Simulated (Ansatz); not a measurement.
Take KF in the rock salt structure (space group Fm-3m, No. 225) as the base.

```yaml
crystal:
  lattice:
    - [0.00000, 2.65339, 2.65339]
    - [2.65339, 0.00000, 2.65339]
    - [2.65339, 2.65339, 0.00000]
  atoms:
    - { symbol: K, position: [0.00000, 0.00000, 0.00000] }
    - { symbol: F, position: [0.50000, 0.50000, 0.50000] }
```

Cartesian axes are those of the cell as printed.

Computed with Ansatz (a quantum-chemistry and plane-wave program) PBEsol, spin-orbit coupling left out.

The change: the cell is compressed by 0.50 % along z with no lateral relaxation, atoms relaxed at fixed cell.

Predict the stress tensor and what it implies for the stiffness.

Stress of the strained cell less that of the base (GPa, compression positive):
```
   0.07    0.00    0.00
   0.00    0.07    0.00
   0.00    0.00    0.36
```

Then −Δσ_ii/ε with ε = -0.0050 gives relaxed-ion elastic constants: C33 ≈ 72 GPa.

Stability against distortions was not tested.
